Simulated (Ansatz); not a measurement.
# Carbon (bcc) across density functionals

All rows: Ansatz, plane waves with scalar-relativistic PAW, 420 eV (500 eV for the SCAN forms), relaxed under each functional, no dispersion correction, no zero-point motion. B₀ comes from uniform scaling at fixed shape; a dash is a value not given.

```
functional  V (Å³/atom)         cell  B₀ (GPa)     magnetic state  ΔE to graphite (meV/atom)
       PBE         6.69  a = 2.374 Å       186  spin not included                       4363
    r²SCAN         6.81  a = 2.388 Å       180  spin not included                       4622
    PBEsol         6.44  a = 2.344 Å       215  spin not included                       4228
       LDA         6.32  a = 2.329 Å       225  spin not included                       4349
    revPBE         6.79  a = 2.386 Å       175  spin not included                       4368
      RPBE         6.83  a = 2.390 Å       172  spin not included                       4371
      BLYP         7.48  a = 2.464 Å       132  spin not included                       4631
```

LDA gives the smallest volume and BLYP the largest.
